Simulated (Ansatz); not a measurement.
Input for Ansatz (plane-wave DFT, PAW):

```yaml
crystal:
  lattice:
    - [4.8126997814, 0.0, 0.0]
    - [0.0, 4.87188446, 0.0]
    - [-0.8628854487, 0.0, 4.9665942755]
  atoms:
    - { symbol: Ti, position: [0.27743526, 0.44719164, 0.71314827] }
    - { symbol: Ti, position: [0.72256474, 0.94719164, 0.78685173] }
    - { symbol: Ti, position: [0.72256474, 0.55280836, 0.28685173] }
    - { symbol: Ti, position: [0.27743526, 0.05280836, 0.21314827] }
    - { symbol: O, position: [0.44536099, 0.74236826, 0.96677186] }
    - { symbol: O, position: [0.55463901, 0.24236826, 0.53322814] }
    - { symbol: O, position: [0.55463901, 0.25763174, 0.03322814] }
    - { symbol: O, position: [0.44536099, 0.75763174, 0.46677186] }
    - { symbol: O, position: [0.06383822, 0.32303448, 0.35155674] }
    - { symbol: O, position: [0.93616178, 0.82303448, 0.14844326] }
    - { symbol: O, position: [0.93616178, 0.67696552, 0.64844326] }
    - { symbol: O, position: [0.06383822, 0.17696552, 0.85155674] }
basis:
  ecutwfc: 420
kpoints:
  mp_grid: { grid: [6, 6, 6] }
hamiltonian:
  xc: pbe
scf:
  occupations: { method: gaussian, width: 0.02 }
output:
  forces: true
  stress: true
  eigenvalues: true
relax:
  adjacent_minimum: "off"
  f_tol: 0.005
  max_steps: 80
  cell: { stress_tol: 0.05 }
```

Launched with
```bash
ansatz run input.yaml --threads 2 --pin off --max-ram 5120MiB --backend cpu --events-out ev --progress --plain --runs-dir out
```

Theory: DFT PBE, scalar-relativistic, plane waves, PAW in Ansatz.

Part of what the program printed, abridged:

```
Pseudopotentials: kind: paw
Pseudopotential: Ti, paw, valence charge 12, recommended cutoff 420 eV (normal)
Pseudopotential: O, paw, valence charge 6, recommended cutoff 420 eV (normal)
Functional definition: PBE
Crystal: 12 atoms, lattice volume = 116.451 Å³
Basis set: ecut = 420 eV, 2283 PW (Γ), exchange–correlation on 72×72×72 points (8 copies of the dense FFT grid, shifted against one another)
Bands: 60, of which v1, the nominal top of the filled ones, is band 48 counted from 1 (47 counted from 0)
Symmetry: 4 space group operations
Space group: P21/c (ITA 14), of the structure as read, at distance tolerance 4.9e-5 Å
k-points: 80 of 216
Initial density: superposition of atomic densities (neutral atoms: chi_scale 0, normalization atom), corrected by the library's trained network
Initial wavefunctions: pseudopotential atomic-orbital guess
Functional: x = pbe(κ = 0.804, μ = 0.21951497), c = pbe(β = 0.06672455)
SCF iter   1: F=—  HF=-14554.193114 eV  |F-HF|=—  |Δ(HF+E_count)|=         —  Δρ=7.99e-3  dr2=6.92e-2  ethr=1.77e-3  ⟨swp⟩=5.3  Hψ=17932  notcnv=0  defer=4
SCF iter   2: F=—  HF=-14554.188619 eV  |F-HF|=—  |Δ(HF+E_count)|=   4.49e-3  Δρ=4.70e-3  dr2=1.61e-2  ethr=7.21e-5  ⟨swp⟩=2.2  Hψ=7917  notcnv=0  defer=490
SCF iter   3: F=—  HF=-14554.187203 eV  |F-HF|=—  |Δ(HF+E_count)|=   1.42e-3  Δρ=1.99e-3  dr2=1.74e-3  ethr=1.68e-5  ⟨swp⟩=2.0  Hψ=6699  notcnv=0  defer=490
SCF iter   4: F=—  HF=-14554.188504 eV  |F-HF|=—  |Δ(HF+E_count)|=   1.30e-3  Δρ=7.35e-4  dr2=7.42e-4  ethr=1.81e-6  ⟨swp⟩=2.0  Hψ=6700  notcnv=0  defer=490
SCF iter   5: F=—  HF=-14554.188467 eV  |F-HF|=—  |Δ(HF+E_count)|=   3.73e-5  Δρ=1.64e-4  dr2=3.49e-5  ethr=7.73e-7  ⟨swp⟩=2.0  Hψ=6050  notcnv=0  defer=490
SCF iter   6: F=—  HF=-14554.188475 eV  |F-HF|=—  |Δ(HF+E_count)|=   8.69e-6  Δρ=5.49e-5  dr2=4.58e-6  ethr=3.63e-8  ⟨swp⟩=2.4  Hψ=7175  notcnv=0  defer=490
SCF iter   7: F=—  HF=-14554.188476 eV  |F-HF|=—  |Δ(HF+E_count)|=   2.99e-7  Δρ=1.39e-5  dr2=2.08e-7  ethr=4.77e-9  ⟨swp⟩=2.0  Hψ=6191  notcnv=0  defer=490
SCF iter   8: F=-14554.188476 eV  HF=-14554.188476 eV  |F-HF|=4.09e-9  |Δ(HF+E_count)|=   1.86e-7  Δρ=4.54e-6  dr2=2.19e-8  ethr=1.04e-10  ⟨swp⟩=9.0  Hψ=18597  notcnv=0
SCF 1 converged in 8 iterations: F = -14554.188476 eV  dr2 = 2.19e-8
relax step   1: F+E_penalty+E_count = -14554.18847594 eV  Δ(F+E_penalty+E_count) = +0.000e0 eV  max|allowed force component| = 8.992e-2 eV/Å  Δτ_max = 0.0000 Å  P = +4.100 GPa  Ω = 116.451 Å³  (8 SCF iters, dr2 threshold 1.00e-7 eV, accepted)
Crystal: 12 atoms, lattice volume = 117.899 Å³
Basis set: ecut = 420 eV, 2323 PW (Γ), exchange–correlation on 72×72×72 points (8 copies of the dense FFT grid, shifted against one another)
Initial density: handed on by an earlier stage of this run
Initial wavefunctions: those handed on with the density
SCF iter   1: F=—  HF=-14554.207724 eV  |F-HF|=—  |Δ(HF+E_count)|=         —  Δρ=2.53e-3  dr2=6.32e-3  ethr=6.34e-6  ⟨swp⟩=2.0  Hψ=21609  notcnv=0
SCF iter   2: F=—  HF=-14554.206780 eV  |F-HF|=—  |Δ(HF+E_count)|=   9.44e-4  Δρ=1.32e-3  dr2=2.16e-3  ethr=6.34e-6  ⟨swp⟩=2.1  Hψ=8332  notcnv=0
SCF iter   3: F=—  HF=-14554.206507 eV  |F-HF|=—  |Δ(HF+E_count)|=   2.73e-4  Δρ=5.45e-4  dr2=3.76e-4  ethr=2.25e-6  ⟨swp⟩=2.0  Hψ=7626  notcnv=0
SCF iter   4: F=—  HF=-14554.206495 eV  |F-HF|=—  |Δ(HF+E_count)|=   1.25e-5  Δρ=2.08e-4  dr2=7.24e-5  ethr=3.92e-7  ⟨swp⟩=2.2  Hψ=6771  notcnv=0
SCF iter   5: F=—  HF=-14554.206504 eV  |F-HF|=—  |Δ(HF+E_count)|=   9.16e-6  Δρ=1.31e-4  dr2=1.96e-5  ethr=7.54e-8  ⟨swp⟩=2.0  Hψ=6722  notcnv=0
SCF iter   6: F=—  HF=-14554.206506 eV  |F-HF|=—  |Δ(HF+E_count)|=   2.01e-6  Δρ=3.68e-5  dr2=1.22e-6  ethr=2.04e-8  ⟨swp⟩=2.0  Hψ=6909  notcnv=0
SCF iter   7: F=-14554.206508 eV  HF=-14554.206508 eV  |F-HF|=3.86e-8  |Δ(HF+E_count)|=   1.60e-6  Δρ=7.85e-6  dr2=8.28e-8  ethr=1.25e-9  ⟨swp⟩=5.8  Hψ=18896  notcnv=0
SCF 2 converged in 7 iterations: F = -14554.206508 eV  dr2 = 8.28e-8
relax step   2: F+E_penalty+E_count = -14554.20650777 eV  Δ(F+E_penalty+E_count) = -1.803e-2 eV  max|allowed force component| = 8.978e-2 eV/Å  Δτ_max = 0.0041 Å  P = +1.071 GPa  Ω = 117.899 Å³  energy of the carried Pulay correction = -7.292e-3 eV  (7 SCF iters, dr2 threshold 1.20e-6 eV, accepted)
Crystal: 12 atoms, lattice volume = 118.592 Å³
Basis set: ecut = 420 eV, 2335 PW (Γ), exchange–correlation on 72×72×72 points (8 copies of the dense FFT grid, shifted against one another)
SCF iter   1: F=—  HF=-14554.208495 eV  |F-HF|=—  |Δ(HF+E_count)|=         —  Δρ=1.51e-3  dr2=2.11e-3  ethr=2.21e-6  ⟨swp⟩=2.2  Hψ=22533  notcnv=0
SCF iter   2: F=—  HF=-14554.208230 eV  |F-HF|=—  |Δ(HF+E_count)|=   2.65e-4  Δρ=8.35e-4  dr2=7.01e-4  ethr=2.20e-6  ⟨swp⟩=2.2  Hψ=7459  notcnv=0  defer=1
SCF iter   3: F=—  HF=-14554.208139 eV  |F-HF|=—  |Δ(HF+E_count)|=   9.05e-5  Δρ=4.13e-4  dr2=1.56e-4  ethr=7.31e-7  ⟨swp⟩=2.0  Hψ=6458  notcnv=0
SCF iter   4: F=—  HF=-14554.208129 eV  |F-HF|=—  |Δ(HF+E_count)|=   1.04e-5  Δρ=1.52e-4  dr2=3.04e-5  ethr=1.63e-7  ⟨swp⟩=2.0  Hψ=6609  notcnv=0
SCF iter   5: F=—  HF=-14554.208127 eV  |F-HF|=—  |Δ(HF+E_count)|=   2.21e-6  Δρ=5.20e-5  dr2=3.36e-6  ethr=3.16e-8  ⟨swp⟩=2.0  Hψ=6706  notcnv=0
SCF iter   6: F=-14554.208128 eV  HF=-14554.208128 eV  |F-HF|=3.75e-7  |Δ(HF+E_count)|=   1.05e-6  Δρ=1.90e-5  dr2=4.03e-7  ethr=1.25e-9  ⟨swp⟩=6.0  Hψ=19021  notcnv=0
SCF 3 converged in 6 iterations: F = -14554.208128 eV  dr2 = 4.03e-7
relax step   3: F+E_penalty+E_count = -14554.20812802 eV  Δ(F+E_penalty+E_count) = -1.620e-3 eV  max|allowed force component| = 7.797e-2 eV/Å  Δτ_max = 0.0054 Å  P = -0.229 GPa  Ω = 118.592 Å³  energy of the carried Pulay correction = -1.075e-2 eV  (6 SCF iters, dr2 threshold 1.20e-6 eV, accepted)
Crystal: 12 atoms, lattice volume = 118.766 Å³
SCF iter   1: F=—  HF=-14554.209144 eV  |F-HF|=—  |Δ(HF+E_count)|=         —  Δρ=2.41e-3  dr2=4.07e-3  ethr=4.04e-6  ⟨swp⟩=3.1  Hψ=22027  notcnv=0  defer=5
SCF iter   2: F=—  HF=-14554.208955 eV  |F-HF|=—  |Δ(HF+E_count)|=   1.89e-4  Δρ=1.44e-3  dr2=1.47e-3  ethr=4.04e-6  ⟨swp⟩=1.1  Hψ=4807  notcnv=0  defer=1
SCF iter   3: F=—  HF=-14554.209039 eV  |F-HF|=—  |Δ(HF+E_count)|=   8.37e-5  Δρ=7.75e-4  dr2=6.58e-4  ethr=1.53e-6  ⟨swp⟩=2.0  Hψ=6945  notcnv=0  defer=1
SCF iter   4: F=—  HF=-14554.208934 eV  |F-HF|=—  |Δ(HF+E_count)|=   1.04e-4  Δρ=1.26e-4  dr2=7.56e-6  ethr=6.85e-7  ⟨swp⟩=2.0  Hψ=6582  notcnv=0  defer=1
SCF iter   5: F=—  HF=-14554.208935 eV  |F-HF|=—  |Δ(HF+E_count)|=   2.71e-7  Δρ=5.08e-5  dr2=2.87e-6  ethr=7.88e-9  ⟨swp⟩=2.0  Hψ=7355  notcnv=0  defer=1
SCF iter   6: F=—  HF=-14554.208935 eV  |F-HF|=—  |Δ(HF+E_count)|=   4.35e-8  Δρ=2.57e-5  dr2=7.19e-7  ethr=2.99e-9  ⟨swp⟩=2.0  Hψ=6686  notcnv=0  defer=1
SCF iter   7: F=-14554.208935 eV  HF=-14554.208935 eV  |F-HF|=7.49e-9  |Δ(HF+E_count)|=   4.62e-8  Δρ=8.19e-6  dr2=8.37e-8  ethr=3.96e-10  ⟨swp⟩=5.5  Hψ=16152  notcnv=0
SCF 4 converged in 7 iterations: F = -14554.208935 eV  dr2 = 8.37e-8
   ...
SCF iter   2: F=—  HF=-14554.214192 eV  |F-HF|=—  |Δ(HF+E_count)|=   7.10e-4  Δρ=1.43e-3  dr2=1.73e-3  ethr=5.15e-6  ⟨swp⟩=2.4  Hψ=7354  notcnv=0  defer=2
SCF iter   3: F=—  HF=-14554.214101 eV  |F-HF|=—  |Δ(HF+E_count)|=   9.10e-5  Δρ=1.15e-3  dr2=1.57e-3  ethr=1.80e-6  ⟨swp⟩=2.1  Hψ=8320  notcnv=0
SCF iter   4: F=—  HF=-14554.213835 eV  |F-HF|=—  |Δ(HF+E_count)|=   2.66e-4  Δρ=1.84e-4  dr2=2.92e-5  ethr=1.63e-6  ⟨swp⟩=2.0  Hψ=6917  notcnv=0
SCF iter   5: F=—  HF=-14554.213803 eV  |F-HF|=—  |Δ(HF+E_count)|=   3.19e-5  Δρ=1.05e-4  dr2=9.94e-6  ethr=3.04e-8  ⟨swp⟩=2.0  Hψ=6987  notcnv=0
SCF iter   6: F=-14554.213804 eV  HF=-14554.213804 eV  |F-HF|=3.51e-7  |Δ(HF+E_count)|=   2.47e-7  Δρ=2.47e-5  dr2=4.65e-7  ethr=1.25e-9  ⟨swp⟩=4.0  Hψ=19157  notcnv=0
SCF 6 converged in 6 iterations: F = -14554.213804 eV  dr2 = 4.65e-7
relax step   6: F+E_penalty+E_count = -14554.21380392 eV  Δ(F+E_penalty+E_count) = -2.517e-3 eV  max|allowed force component| = 3.968e-3 eV/Å  Δτ_max = 0.0155 Å  P = +0.028 GPa  Ω = 119.284 Å³  energy of the carried Pulay correction = -1.418e-2 eV  (6 SCF iters, dr2 threshold 1.20e-6 eV, accepted)
Crystal: 12 atoms, lattice volume = 119.345 Å³
Basis set: ecut = 420 eV, 2341 PW (Γ), exchange–correlation on 72×72×72 points (8 copies of the dense FFT grid, shifted against one another)
SCF iter   1: F=—  HF=-14554.213591 eV  |F-HF|=—  |Δ(HF+E_count)|=         —  Δρ=3.40e-4  dr2=1.01e-4  ethr=1.02e-7  ⟨swp⟩=2.9  Hψ=21054  notcnv=0
SCF iter   2: F=—  HF=-14554.213596 eV  |F-HF|=—  |Δ(HF+E_count)|=   4.92e-6  Δρ=1.99e-4  dr2=3.14e-5  ethr=1.02e-7  ⟨swp⟩=2.1  Hψ=5998  notcnv=0
SCF iter   3: F=—  HF=-14554.213540 eV  |F-HF|=—  |Δ(HF+E_count)|=   5.56e-5  Δρ=1.19e-4  dr2=1.62e-5  ethr=3.28e-8  ⟨swp⟩=2.0  Hψ=6901  notcnv=0
SCF iter   4: F=—  HF=-14554.213538 eV  |F-HF|=—  |Δ(HF+E_count)|=   1.80e-6  Δρ=3.42e-5  dr2=1.25e-6  ethr=1.69e-8  ⟨swp⟩=2.0  Hψ=6664  notcnv=0
SCF iter   5: F=—  HF=-14554.213538 eV  |F-HF|=—  |Δ(HF+E_count)|=   5.38e-7  Δρ=1.52e-5  dr2=1.38e-7  ethr=1.30e-9  ⟨swp⟩=2.0  Hψ=6655  notcnv=0
SCF iter   6: F=—  HF=-14554.213538 eV  |F-HF|=—  |Δ(HF+E_count)|=   8.28e-8  Δρ=3.26e-6  dr2=1.14e-8  ethr=1.44e-10  ⟨swp⟩=2.0  Hψ=6821  notcnv=0
SCF iter   7: F=-14554.213538 eV  HF=-14554.213538 eV  |F-HF|=4.44e-10  |Δ(HF+E_count)|=   7.91e-9  Δρ=7.27e-7  dr2=9.88e-10  ethr=1.11e-11  ⟨swp⟩=5.2  Hψ=15932  notcnv=0
SCF 7 converged in 7 iterations: F = -14554.213538 eV  dr2 = 9.88e-10
relax step   7: F+E_penalty+E_count = -14554.21353797 eV  Δ(F+E_penalty+E_count) = +2.659e-4 eV  max|allowed force component| = 1.373e-3 eV/Å  Δτ_max = 0.0032 Å  P = -0.004 GPa  Ω = 119.345 Å³  energy of the carried Pulay correction = -1.448e-2 eV  (7 SCF iters, dr2 threshold 1.06e-8 eV, accepted)
Initial wavefunctions: pseudopotential atomic-orbital guess (no wavefunctions were taken with the density)
SCF iter   1: F=—  HF=-14554.229914 eV  |F-HF|=—  |Δ(HF+E_count)|=         —  Δρ=3.48e-4  dr2=1.50e-5  ethr=2.59e-8  ⟨swp⟩=3.7  Hψ=30402  notcnv=0
SCF iter   2: F=—  HF=-14554.230350 eV  |F-HF|=—  |Δ(HF+E_count)|=   4.36e-4  Δρ=1.76e-4  dr2=7.50e-6  ethr=1.56e-8  ⟨swp⟩=2.0  Hψ=7360  notcnv=0
SCF iter   3: F=—  HF=-14554.230481 eV  |F-HF|=—  |Δ(HF+E_count)|=   1.31e-4  Δρ=8.90e-5  dr2=1.56e-6  ethr=7.82e-9  ⟨swp⟩=2.0  Hψ=6529  notcnv=0
SCF iter   4: F=—  HF=-14554.230518 eV  |F-HF|=—  |Δ(HF+E_count)|=   3.65e-5  Δρ=1.01e-5  dr2=3.73e-8  ethr=1.62e-9  ⟨swp⟩=2.0  Hψ=6999  notcnv=0
SCF iter   5: F=—  HF=-14554.230518 eV  |F-HF|=—  |Δ(HF+E_count)|=   1.72e-7  Δρ=2.27e-6  dr2=6.09e-9  ethr=3.89e-11  ⟨swp⟩=2.1  Hψ=7447  notcnv=0
SCF iter   6: F=—  HF=-14554.230518 eV  |F-HF|=—  |Δ(HF+E_count)|=   2.53e-9  Δρ=1.01e-6  dr2=1.22e-9  ethr=6.34e-12  ⟨swp⟩=2.0  Hψ=6701  notcnv=0
SCF iter   7: F=—  HF=-14554.230518 eV  |F-HF|=—  |Δ(HF+E_count)|=   1.47e-9  Δρ=2.59e-7  dr2=1.22e-10  ethr=1.27e-12  ⟨swp⟩=2.0  Hψ=6526  notcnv=0
SCF iter   8: F=-14554.230518 eV  HF=-14554.230518 eV  |F-HF|=1.82e-12  |Δ(HF+E_count)|=  8.55e-11  Δρ=5.68e-8  dr2=7.38e-12  ethr=1.00e-12  ⟨swp⟩=4.0  Hψ=14463  notcnv=0
SCF 8 converged in 8 iterations: F = -14554.230518 eV  dr2 = 7.38e-12
Crystal: 12 atoms, lattice volume = 119.574 Å³
Basis set: ecut = 420 eV, 2345 PW (Γ), exchange–correlation on 72×72×72 points (8 copies of the dense FFT grid, shifted against one another)
SCF iter   1: F=—  HF=-14554.229707 eV  |F-HF|=—  |Δ(HF+E_count)|=         —  Δρ=7.16e-4  dr2=4.24e-4  ethr=4.34e-7  ⟨swp⟩=2.5  Hψ=21654  notcnv=0  defer=5
SCF iter   2: F=—  HF=-14554.229680 eV  |F-HF|=—  |Δ(HF+E_count)|=   2.74e-5  Δρ=4.17e-4  dr2=1.33e-4  ethr=4.34e-7  ⟨swp⟩=2.1  Hψ=6665  notcnv=0  defer=2
SCF iter   3: F=—  HF=-14554.229612 eV  |F-HF|=—  |Δ(HF+E_count)|=   6.76e-5  Δρ=2.45e-4  dr2=5.64e-5  ethr=1.39e-7  ⟨swp⟩=2.0  Hψ=6539  notcnv=0  defer=2
SCF iter   4: F=—  HF=-14554.229611 eV  |F-HF|=—  |Δ(HF+E_count)|=   1.50e-6  Δρ=8.51e-5  dr2=8.35e-6  ethr=5.88e-8  ⟨swp⟩=2.0  Hψ=6700  notcnv=0  defer=2
SCF iter   5: F=—  HF=-14554.229610 eV  |F-HF|=—  |Δ(HF+E_count)|=   9.88e-7  Δρ=2.87e-5  dr2=4.78e-7  ethr=8.70e-9  ⟨swp⟩=2.0  Hψ=6645  notcnv=0
SCF iter   6: F=-14554.229610 eV  HF=-14554.229610 eV  |F-HF|=2.56e-8  |Δ(HF+E_count)|=   3.88e-7  Δρ=5.35e-6  dr2=3.91e-8  ethr=2.60e-10  ⟨swp⟩=5.4  Hψ=16538  notcnv=0
SCF 9 converged in 6 iterations: F = -14554.229610 eV  dr2 = 3.91e-8
relax step   9: F+E_penalty+E_count = -14554.22961037 eV  Δ(F+E_penalty+E_count) = +9.074e-4 eV  max|allowed force component| = 1.653e-3 eV/Å  Δτ_max = 0.0054 Å  P = +0.007 GPa  Ω = 119.574 Å³  energy of the carried Pulay correction = -1.145e-3 eV  (6 SCF iters, dr2 threshold 2.49e-7 eV, accepted)
SCF iter   1: F=—  HF=-14554.230737 eV  |F-HF|=—  |Δ(HF+E_count)|=         —  Δρ=4.84e-5  dr2=1.53e-7  ethr=1.45e-8  ⟨swp⟩=4.0  Hψ=31747  notcnv=0
SCF iter   2: F=—  HF=-14554.230695 eV  |F-HF|=—  |Δ(HF+E_count)|=   4.25e-5  Δρ=2.46e-5  dr2=6.59e-8  ethr=1.59e-10  ⟨swp⟩=2.0  Hψ=7360  notcnv=0
SCF iter   3: F=—  HF=-14554.230700 eV  |F-HF|=—  |Δ(HF+E_count)|=   5.68e-6  Δρ=9.75e-6  dr2=2.55e-8  ethr=6.87e-11  ⟨swp⟩=2.0  Hψ=6469  notcnv=0
SCF iter   4: F=—  HF=-14554.230701 eV  |F-HF|=—  |Δ(HF+E_count)|=   8.68e-7  Δρ=1.21e-6  dr2=3.03e-9  ethr=2.66e-11  ⟨swp⟩=2.0  Hψ=6400  notcnv=0
SCF iter   5: F=—  HF=-14554.230701 eV  |F-HF|=—  |Δ(HF+E_count)|=   2.09e-9  Δρ=6.46e-7  dr2=4.68e-10  ethr=3.15e-12  ⟨swp⟩=2.0  Hψ=6670  notcnv=0
SCF iter   6: F=—  HF=-14554.230701 eV  |F-HF|=—  |Δ(HF+E_count)|=   1.85e-9  Δρ=5.89e-7  dr2=3.83e-10  ethr=1.00e-12  ⟨swp⟩=5.0  Hψ=15903  notcnv=0
SCF iter   7: F=-14554.230701 eV  HF=-14554.230701 eV  |F-HF|=1.82e-11  |Δ(HF+E_count)|=  7.28e-11  Δρ=9.71e-8  dr2=5.14e-12  ethr=1.00e-12  ⟨swp⟩=3.0  Hψ=15469  notcnv=0
SCF 10 converged in 7 iterations: F = -14554.230701 eV  dr2 = 5.14e-12
SCF converged after 7 iterations
Free energy (F): -14554.230701 eV
Harris-Foulkes:  -14554.230701 eV  (|F-HF|=1.82e-11)
Internal energy: -14554.230701 eV  (E = F + TS)
E sigma→0 (E₀):  -14554.230701 eV
Fermi energy:    11.017759 eV
--- Per-component energies (eV) ---
  E_band       = -700.919496
  E_kinetic    = 2493.250638
  E_local      = -5828.396686  (includes V_loc(G=0)·N_el)
  E_nonlocal   = 394.946496
  E_hartree    = 2220.034091
  E_xc         = -985.926708
  E_vxc        = -1248.868972  (∫ρ·V_xc dr)
  E_paw        = -5444.049166  (= ΣΔE_a)
  E_vpaw       = -951.939368  (= ΣTr[D̂ρ^β])
  E_aug_tail   = 0.020266  (compensation charges beyond the density's cutoff)
  E_ewald      = -7404.109633
  E_smearing   =  0.000000  (= −TS)
--- Forces (eV/Å), atoms counted from 1 ---
  atom   1  Ti     0.00132439     0.00058658     0.00142002
  atom   2  Ti    -0.00132439     0.00058658    -0.00142002
  atom   3  Ti    -0.00132439    -0.00058658    -0.00142002
  atom   4  Ti     0.00132439    -0.00058658     0.00142002
  atom   5  O      0.00135665    -0.00133689    -0.00167093
  atom   6  O     -0.00135665    -0.00133689     0.00167093
  atom   7  O     -0.00135665     0.00133689     0.00167093
  atom   8  O      0.00135665     0.00133689    -0.00167093
  atom   9  O     -0.00028920     0.00065202     0.00008719
  atom  10  O      0.00028920     0.00065202    -0.00008719
  atom  11  O      0.00028920    -0.00065202    -0.00008719
  atom  12  O     -0.00028920    -0.00065202     0.00008719
--- Stress (GPa, compression-positive) ---
        0.015301       0.000000      -0.010102
        0.000000       0.004301       0.000000
       -0.010102       0.000000       0.024763
  P = ⅓ Tr σ = 0.0148 GPa (0.148 kbar)
--- Band table (eV; the first three rows and the last of 80) ---
  k-point 0: bands = ["-46.8188", "-46.7876", "-46.7839", "-46.7834", "-23.2313", "-23.2221", "-23.1818", "-23.1442", "-23.0579", "-23.0258", "-23.0195", "-23.0083", "-22.9847", "-22.9737", "-22.9292", "-22.9069", "-8.5885", "-7.0311", "-6.9083", "-6.6840", "-6.6721", "-6.6685", "-6.6608", "-6.4097", "4.2611", "4.2671", "4.9496", "4.9968", "5.0417", "5.2100", "5.7811", "6.3525", "6.3890", "6.4253", "6.6151", "6.9469", "7.4609", "7.7179", "7.8401", "7.9007", "8.1584", "8.5697", "8.5715", "8.8469", "9.0556", "9.2262", "9.7056", "9.8331", "12.2303", "12.4377", "12.6950", "12.8337", "12.9656", "13.0741", "13.3328", "13.5928", "13.6701", "14.0139", "14.3830", "14.4320"]
  k-point 1: bands = ["-46.8166", "-46.7872", "-46.7867", "-46.7832", "-23.2207", "-23.2060", "-23.1819", "-23.1503", "-23.0578", "-23.0405", "-23.0277", "-23.0051", "-22.9763", "-22.9684", "-22.9311", "-22.9217", "-8.4976", "-7.1537", "-6.8816", "-6.7197", "-6.7030", "-6.6457", "-6.6301", "-6.4237", "4.3215", "4.3838", "5.0053", "5.0470", "5.2092", "5.3004", "5.7433", "6.2260", "6.2572", "6.5257", "6.7504", "7.0224", "7.3993", "7.4915", "7.8641", "7.9999", "8.0620", "8.3997", "8.6632", "8.6665", "9.0075", "9.0964", "9.5595", "9.7555", "12.2417", "12.5080", "12.6875", "12.7871", "13.0053", "13.1096", "13.4107", "13.5912", "13.7323", "13.8624", "14.4236", "14.5052"]
  k-point 2: bands = ["-46.8103", "-46.7931", "-46.7863", "-46.7840", "-23.1915", "-23.1799", "-23.1711", "-23.1545", "-23.0943", "-23.0534", "-23.0288", "-22.9926", "-22.9720", "-22.9711", "-22.9455", "-22.9361", "-8.2426", "-7.4748", "-6.8144", "-6.7445", "-6.7143", "-6.6449", "-6.6062", "-6.4771", "4.5050", "4.6879", "5.0166", "5.0661", "5.5944", "5.6118", "5.7714", "5.9908", "6.0078", "6.7420", "6.9806", "7.0617", "7.3292", "7.3702", "7.6113", "7.7146", "8.1546", "8.2208", "8.2567", "8.6393", "8.7739", "9.1367", "9.2205", "9.5884", "12.3084", "12.6063", "12.6514", "12.7443", "13.0932", "13.1550", "13.4974", "13.5534", "13.7965", "13.8747", "14.4267", "14.5143"]
  k-point 79: bands = ["-46.7981", "-46.7981", "-46.7887", "-46.7887", "-23.2139", "-23.2139", "-23.2047", "-23.2047", "-23.0586", "-23.0586", "-22.9654", "-22.9654", "-22.9626", "-22.9626", "-22.9429", "-22.9429", "-7.5239", "-7.5239", "-7.0993", "-7.0993", "-6.7088", "-6.7088", "-6.6175", "-6.6175", "5.2977", "5.2977", "5.3462", "5.3462", "5.5990", "5.5990", "5.9983", "5.9983", "6.6862", "6.6862", "6.8696", "6.8696", "7.3112", "7.3112", "7.3719", "7.3719", "7.8732", "7.8732", "8.4673", "8.4673", "8.6772", "8.6772", "8.9086", "8.9086", "12.4148", "12.4148", "12.7141", "12.7141", "13.1444", "13.1444", "13.2267", "13.2267", "13.5733", "13.5733", "13.7500", "13.7500"]
--- Relaxed structure (8 steps of the walk, 8 accepted, 2 SCFs on fresh bases) ---
  F+E_penalty+E_count = -14554.23070108 eV   max|allowed force component| = 1.671e-3 eV/Å   (the final SCF, on the basis selected at the relaxed cell)
  cell:  # Å, volume = 119.5740 Å³
    - [4.85441480, 0.0, -0.01905664]
    - [0.0, 4.90498047, 0.0]
    - [-0.89003069, 0.0, 5.02532912]
  atoms:
    - { symbol: Ti, position: [0.27567325, 0.44185607, 0.71737943] }
    - { symbol: Ti, position: [0.72432674, 0.94185607, 0.78262056] }
    - { symbol: Ti, position: [0.72432674, 0.55814392, 0.28262056] }
    - { symbol: Ti, position: [0.27567325, 0.05814392, 0.21737943] }
    - { symbol: O, position: [0.44995670, 0.74135516, 0.95600917] }
    - { symbol: O, position: [0.55004329, 0.24135516, 0.54399082] }
    - { symbol: O, position: [0.55004329, 0.25864483, 0.04399082] }
    - { symbol: O, position: [0.44995670, 0.75864483, 0.45600917] }
    - { symbol: O, position: [0.06076894, 0.31875004, 0.35652720] }
    - { symbol: O, position: [0.93923105, 0.81875004, 0.14347279] }
    - { symbol: O, position: [0.93923105, 0.68124995, 0.64347279] }
    - { symbol: O, position: [0.06076894, 0.18124995, 0.85652720] }
```

The relaxation met its thresholds.

It took 2.6 min on 2 threads of Arm Neoverse V2, on a shared host, peak memory 0.7 GiB.